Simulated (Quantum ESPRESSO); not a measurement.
# Si (Pm-3m) in Quantum ESPRESSO: further runs

Runs on Si. Level: PBE. Tasks: Wannier functions.

All numbers are computed with Quantum ESPRESSO 7.5; they aren't measurements. Logs are shortened: lines on timing, memory, paths and dates and some standing lists are left out, and cuts for length are marked.

### Step 1. The crystal as given

It takes space group Pm-3m (No. 221, cubic). The conventional cell has a = 2.532 Å, b = 2.532 Å, c = 2.532 Å, α = 90.00°, β = 90.00°, γ = 90.00°. Around Si (site symmetry m-3m) lie 6 Si at 2.53 Å.

The cell was built by a generator and needn't be a form met in nature.

### Step 2. Wannier functions, PBE

File pw.in:

```
&CONTROL
  calculation = 'scf'
  prefix = 'pwscf'
  outdir = './tmp'
  pseudo_dir = './pseudo'
  tprnfor = .true.
  tstress = .true.
  disk_io = 'low'
/
&SYSTEM
  ibrav = 0
  nat = 1
  ntyp = 1
  ecutwfc = 45
  ecutrho = 360
  nbnd = 7
  occupations = 'smearing'
  smearing = 'fd'
  degauss = 0.00367493
/
&ELECTRONS
  conv_thr = 2d-10
  electron_maxstep = 120
  mixing_beta = 0.5
/
ATOMIC_SPECIES
Si    28.0850 si_pbe_v1.uspp.F.UPF
CELL_PARAMETERS bohr
   4.7849944174    0.0000000000    0.0000000000
   0.0000000000    4.7849944174    0.0000000000
   0.0000000000    0.0000000000    4.7849944174
ATOMIC_POSITIONS bohr
Si     2.3924972087    2.3924972087    2.3924972087
K_POINTS automatic
10 10 10 0 0 0
```

File nscf.in:

```
&CONTROL
  calculation = 'nscf'
  prefix = 'pwscf'
  outdir = './tmp'
  pseudo_dir = './pseudo'
  disk_io = 'low'
/
&SYSTEM
  ibrav = 0
  nat = 1
  ntyp = 1
  ecutwfc = 45
  ecutrho = 360
  nbnd = 11
  occupations = 'smearing'
  smearing = 'fd'
  degauss = 0.00367493
  nosym = .true.
  noinv = .true.
/
&ELECTRONS
  conv_thr = 1d-09
  electron_maxstep = 120
  mixing_beta = 0.5
  diago_full_acc = .true.
/
ATOMIC_SPECIES
Si    28.0850 si_pbe_v1.uspp.F.UPF
CELL_PARAMETERS bohr
   4.7849944174    0.0000000000    0.0000000000
   0.0000000000    4.7849944174    0.0000000000
   0.0000000000    0.0000000000    4.7849944174
ATOMIC_POSITIONS bohr
Si     2.3924972087    2.3924972087    2.3924972087
K_POINTS crystal
216
  0.00000000   0.00000000   0.00000000 4.62962963e-03
  0.00000000   0.00000000   0.16666667 4.62962963e-03
  0.00000000   0.00000000   0.33333333 4.62962963e-03
  0.00000000   0.00000000   0.50000000 4.62962963e-03
  0.00000000   0.00000000   0.66666667 4.62962963e-03
  0.00000000   0.00000000   0.83333333 4.62962963e-03
[... 208 lines left out ...]
  0.83333333   0.83333333   0.66666667 4.62962963e-03
  0.83333333   0.83333333   0.83333333 4.62962963e-03
```

File pw2wan.in:

```
&INPUTPP
  prefix = 'pwscf'
  outdir = './tmp'
  seedname = 'w'
  write_mmn = .true.
  write_amn = .true.
/
```

File bands.in:

```
&CONTROL
  calculation = 'bands'
  prefix = 'pwscf'
  outdir = './tmp'
  pseudo_dir = './pseudo'
  disk_io = 'low'
/
&SYSTEM
  ibrav = 0
  nat = 1
  ntyp = 1
  ecutwfc = 45
  ecutrho = 360
  nbnd = 11
  occupations = 'smearing'
  smearing = 'fd'
  degauss = 0.00367493
/
&ELECTRONS
  conv_thr = 1d-08
  electron_maxstep = 120
  mixing_beta = 0.5
  diago_full_acc = .true.
/
ATOMIC_SPECIES
Si    28.0850 si_pbe_v1.uspp.F.UPF
CELL_PARAMETERS bohr
   4.7849944174    0.0000000000    0.0000000000
   0.0000000000    4.7849944174    0.0000000000
   0.0000000000    0.0000000000    4.7849944174
ATOMIC_POSITIONS bohr
Si     2.3924972087    2.3924972087    2.3924972087
K_POINTS crystal
71
  0.00000000   0.00000000   0.00000000 1
  0.00000000   0.05555600   0.00000000 1
  0.00000000   0.11111100   0.00000000 1
  0.00000000   0.16666700   0.00000000 1
  0.00000000   0.22222200   0.00000000 1
  0.00000000   0.27777800   0.00000000 1
[... 63 lines left out ...]
  0.50000000   0.50000000   0.44444400 1
  0.50000000   0.50000000   0.50000000 1
```

File w.win:

```
num_wann = 4
num_bands = 11
guiding_centres = true
dis_froz_max = 9.68
dis_num_iter = 600
dis_mix_ratio = 0.5
dis_conv_tol = 1.0d-9
num_iter = 1200
conv_tol = 1.0d-8
conv_window = 4
num_print_cycles = 200
fermi_energy = 8.68
bands_plot = true
write_hr = true
mp_grid = 6 6 6
begin projections
Si: s;p
end projections
begin unit_cell_cart
ang
  2.5321100000   0.0000000000   0.0000000000
  0.0000000000   2.5321100000   0.0000000000
  0.0000000000   0.0000000000   2.5321100000
end unit_cell_cart
begin atoms_frac
Si   0.5000000000   0.5000000000   0.5000000000
end atoms_frac
begin kpoint_path
G   0.0000000000   0.0000000000   0.0000000000  X   0.0000000000   0.5000000000   0.0000000000
X   0.0000000000   0.5000000000   0.0000000000  M   0.5000000000   0.5000000000   0.0000000000
M   0.5000000000   0.5000000000   0.0000000000  G   0.0000000000   0.0000000000   0.0000000000
G   0.0000000000   0.0000000000   0.0000000000  R   0.5000000000   0.5000000000   0.5000000000
R   0.5000000000   0.5000000000   0.5000000000  X   0.0000000000   0.5000000000   0.0000000000
M   0.5000000000   0.5000000000   0.0000000000  R   0.5000000000   0.5000000000   0.5000000000
end kpoint_path
bands_num_points = 9
begin kpoints
  0.00000000   0.00000000   0.00000000
  0.00000000   0.00000000   0.16666667
  0.00000000   0.00000000   0.33333333
  0.00000000   0.00000000   0.50000000
  0.00000000   0.00000000   0.66666667
  0.00000000   0.00000000   0.83333333
[... 208 lines left out ...]
  0.83333333   0.83333333   0.66666667
  0.83333333   0.83333333   0.83333333
end kpoints
```

Potentials or basis: GBRV 1.5 PBE.

Launch:

```bash
$ OMP_NUM_THREADS=1 pw.x -in pw.in > pw.out
$ OMP_NUM_THREADS=1 pw.x -in nscf.in > nscf.out
$ wannier90.x -pp w
$ OMP_NUM_THREADS=1 pw2wannier90.x -in pw2wan.in > pw2wan.out
$ wannier90.x w
$ OMP_NUM_THREADS=1 pw.x -in bands.in > bands.out
```

pw.out:

```text
This program is part of the open-source Quantum ESPRESSO suite
     for quantum simulation of materials; please cite
[... 9 lines left out ...]
     --------------------
     sticks:   dense  smooth     PW     G-vecs:    dense   smooth      PW
     Sum         665     333    109                12557     4457     895

     Using Slab Decomposition

     bravais-lattice index     =            0
     lattice parameter (alat)  =       4.7850  a.u.
     unit-cell volume          =     109.5581 (a.u.)^3
     number of atoms/cell      =            1
     number of atomic types    =            1
     number of electrons       =         4.00
     number of Kohn-Sham states=            7
     kinetic-energy cutoff     =      45.0000  Ry
     charge density cutoff     =     360.0000  Ry
     scf convergence threshold =      2.0E-10
     mixing beta               =       0.5000
     number of iterations used =            8  plain     mixing
     Exchange-correlation= SLA  PW   PBE  PBE
                           (   1   4   3   4   0   0   0)

     celldm(1)=   4.784994  celldm(2)=   0.000000  celldm(3)=   0.000000
     celldm(4)=   0.000000  celldm(5)=   0.000000  celldm(6)=   0.000000

     crystal axes: (cart. coord. in units of alat)
               a(1) = (   1.000000   0.000000   0.000000 )
               a(2) = (   0.000000   1.000000   0.000000 )
               a(3) = (   0.000000   0.000000   1.000000 )

     reciprocal axes: (cart. coord. in units 2 pi/alat)
               b(1) = (  1.000000  0.000000  0.000000 )
               b(2) = (  0.000000  1.000000  0.000000 )
               b(3) = (  0.000000  0.000000  1.000000 )

     PseudoPot. # 1 for Si read from file:
     si_pbe_v1.uspp.F.UPF
     Pseudo is Ultrasoft + core correction, Zval =  4.0
     Generated by new atomic code, or converted to UPF format
     Using radial grid of  899 points,  6 beta functions with:
                l(1) =   0
                l(2) =   0
                l(3) =   1
                l(4) =   1
                l(5) =   2
                l(6) =   2
     Q(r) pseudized with  8 coefficients,  rinner =    0.900   0.900   0.900
                                                       0.900   0.900

     atomic species   valence    mass     pseudopotential
     Si                4.00    28.08500     Si( 1.00)

     48 Sym. Ops., with inversion, found

   Cartesian axes

     site n.     atom                  positions (alat units)
         1        Si     tau(   1) = (   0.5000000   0.5000000   0.5000000  )

     number of k points=    56  Fermi-Dirac smearing, width (Ry)=  0.0037
                       cart. coord. in units 2pi/alat
        k(    1) = (   0.0000000   0.0000000   0.0000000), wk =   0.0020000
        k(    2) = (   0.0000000   0.0000000   0.1000000), wk =   0.0120000
        k(    3) = (   0.0000000   0.0000000   0.2000000), wk =   0.0120000
        k(    4) = (   0.0000000   0.0000000   0.3000000), wk =   0.0120000
        k(    5) = (   0.0000000   0.0000000   0.4000000), wk =   0.0120000
        k(    6) = (   0.0000000   0.0000000  -0.5000000), wk =   0.0060000
[... 48 lines left out ...]
        k(   55) = (   0.4000000  -0.5000000  -0.5000000), wk =   0.0120000
        k(   56) = (  -0.5000000  -0.5000000  -0.5000000), wk =   0.0020000

     Dense  grid:    12557 G-vectors     FFT dimensions: (  30,  30,  30)

     Smooth grid:     4457 G-vectors     FFT dimensions: (  24,  24,  24)

     Initial potential from superposition of free atoms

     starting charge       3.9993, renormalised to       4.0000
     Starting wfcs are    4 randomized atomic wfcs +    3 random wfcs

     Self-consistent Calculation

     iteration #  1     ecut=    45.00 Ry     beta= 0.50
     Davidson diagonalization with overlap
     ethr =  1.00E-02,  avg # of iterations =  6.1

     Threshold (ethr) on eigenvalues was too large:
     Diagonalizing with lowered threshold

     Davidson diagonalization with overlap
     ethr =  8.35E-05,  avg # of iterations =  2.7

     total energy              =      -9.57335323 Ry
     estimated scf accuracy    <       0.00326800 Ry

     iteration #  2     ecut=    45.00 Ry     beta= 0.50
     Davidson diagonalization with overlap
     ethr =  8.17E-05,  avg # of iterations =  1.0

     total energy              =      -9.57352342 Ry
     estimated scf accuracy    <       0.00084843 Ry

     iteration #  3     ecut=    45.00 Ry     beta= 0.50
     Davidson diagonalization with overlap
     ethr =  2.12E-05,  avg # of iterations =  1.1

     total energy              =      -9.57354517 Ry
     estimated scf accuracy    <       0.00000239 Ry

     iteration #  4     ecut=    45.00 Ry     beta= 0.50
     Davidson diagonalization with overlap
     ethr =  5.99E-08,  avg # of iterations =  4.0

     total energy              =      -9.57355468 Ry
     estimated scf accuracy    <       0.00000001 Ry

     iteration #  5     ecut=    45.00 Ry     beta= 0.50
     Davidson diagonalization with overlap
     ethr =  3.21E-10,  avg # of iterations =  2.7

     total energy              =      -9.57355469 Ry
     estimated scf accuracy    <          4.5E-10 Ry

     iteration #  6     ecut=    45.00 Ry     beta= 0.50
     Davidson diagonalization with overlap
     ethr =  1.14E-11,  avg # of iterations =  2.2

     End of self-consistent calculation

          k = 0.0000 0.0000 0.0000 (   587 PWs)   bands (ev):

    -4.4722  16.1491  16.1491  16.3646  16.3646  16.3646  24.3474

          k = 0.0000 0.0000 0.1000 (   559 PWs)   bands (ev):
[... 71 lines left out ...]
          k = 0.0000 0.4000-0.5000 (   556 PWs)   bands (ev):

     3.5878   5.1265   7.8287  11.3528  22.2823  25.4662  26.4538

          k = 0.0000-0.5000-0.5000 (   552 PWs)   bands (ev):

     5.2155   5.8315   5.8315  10.2111  22.9805  25.8328  27.3897

          k = 0.1000 0.1000 0.1000 (   561 PWs)   bands (ev):

    -3.8086  12.7052  12.7052  15.1429  20.9305  20.9305  26.1699
[... 49 lines left out ...]
          k = 0.1000 0.4000-0.5000 (   556 PWs)   bands (ev):

     3.8012   5.3242   8.0158  11.5599  20.3470  23.0514  24.7746

          k = 0.1000-0.5000-0.5000 (   548 PWs)   bands (ev):

     5.4292   6.0262   6.0262  10.4216  21.2197  23.5446  23.5446

          k = 0.2000 0.2000 0.2000 (   555 PWs)   bands (ev):

    -1.8364  10.3477  10.3477  13.3901  23.9325  23.9325  24.8359
[... 29 lines left out ...]
          k = 0.2000 0.4000-0.5000 (   562 PWs)   bands (ev):

     4.4362   5.9081   8.5533  12.1694  17.4322  19.6777  21.6560

          k = 0.2000-0.5000-0.5000 (   556 PWs)   bands (ev):

     6.0614   6.6009   6.6009  11.0418  18.4335  20.2380  20.2380

          k = 0.3000 0.3000 0.3000 (   558 PWs)   bands (ev):

     1.3749   9.1664   9.1664  12.4670  18.9890  18.9890  20.3771
[... 13 lines left out ...]
          k = 0.3000 0.4000-0.5000 (   558 PWs)   bands (ev):

     5.4742   6.8364   9.3130  13.1308  14.8081  16.6545  18.7608

          k = 0.3000-0.5000-0.5000 (   560 PWs)   bands (ev):

     7.0783   7.5136   7.5136  12.0218  15.7485  17.2573  17.2573

          k = 0.4000 0.4000 0.4000 (   561 PWs)   bands (ev):

     5.6163   9.0135   9.0135  12.5638  15.3460  15.3460  16.2135

          k = 0.4000 0.4000-0.5000 (   568 PWs)   bands (ev):

     6.8693   7.9519   9.6441  13.2548  14.2334  14.2932  16.3069

          k = 0.4000-0.5000-0.5000 (   568 PWs)   bands (ev):

     8.3649   8.6069   8.6069  13.1811  13.4345  14.9025  14.9025

          k =-0.5000-0.5000-0.5000 (   552 PWs)   bands (ev):

     9.2446   9.2446   9.2446  12.2092  13.8420  13.8420  13.8420

     the Fermi energy is     8.6800 ev

!    total energy              =      -9.57355469 Ry
     estimated scf accuracy    <          7.0E-12 Ry
     smearing contrib. (-TS)   =      -0.00009384 Ry
     internal energy E=F+TS    =      -9.57346085 Ry

     The total energy is F=E-TS. E is the sum of the following terms:
     one-electron contribution =       4.08229543 Ry
     hartree contribution      =       0.14006301 Ry
     xc contribution           =      -4.30850212 Ry
     ewald contribution        =      -9.48731717 Ry

     convergence has been achieved in   6 iterations

     Forces acting on atoms (cartesian axes, Ry/au):

     atom    1 type  1   force =     0.00000000    0.00000000    0.00000000

     Total force =     0.000000     Total SCF correction =     0.000000

     Computing stress (Cartesian axis) and pressure

          total   stress  (Ry/bohr**3)                   (kbar)     P=        1.80
   0.00001224   0.00000000   0.00000000            1.80        0.00        0.00
   0.00000000   0.00001224   0.00000000            0.00        1.80        0.00
   0.00000000   0.00000000   0.00001224            0.00        0.00        1.80

=------------------------------------------------------------------------------=
   JOB DONE.
=------------------------------------------------------------------------------=
```

Wall time 40 s (1 thread of Arm Neoverse V1, shared host); peak memory 0.09 GiB.

Results:

```
Free energy                   : -130.2548 eV
Pressure                      : 0.2 GPa
Band gap on the k mesh        : none (metal or under the smearing width)
Total Wannier spread          : 6.23 Å² over 4 functions
RMS miss of the Wannier bands : 0.157 eV
```

Levels at the corners of the path, in eV from the Fermi level:
```tsv
point	band 1	band 2	band 3	band 4	band 5
Γ	-13.15	7.47	7.47	7.68	7.68
X	-8.57	-6.49	10.08	11.05	11.05
M	-3.46	-2.85	-2.85	1.53	14.30
Γ	-13.15	7.47	7.47	7.68	7.68
R	0.56	0.56	0.56	3.53	5.16
X	-8.57	-6.49	10.08	11.05	11.05
M	-3.46	-2.85	-2.85	1.53	14.30
R	0.56	0.56	0.56	3.53	5.16
```

Wannier functions:
```
function  nearest atom  distance (Å)  spread (Å²)  on-site energy from the reference level (eV)
       1          1 Si          0.00         1.31                                         -5.22
       2          1 Si          0.00         1.64                                          2.84
       3          1 Si          0.00         1.64                                          2.84
       4          1 Si          0.00         1.64                                          2.84
```

Parts of the spread (Å²): invariant 4.09, diagonal 0.000, off-diagonal 2.14, total 6.23. Against the direct bands the interpolation misses by 157 meV (root mean square) and 1142 meV at most, for states up to 1 eV over the reference level.

(Part 1 of 3 ends here.)
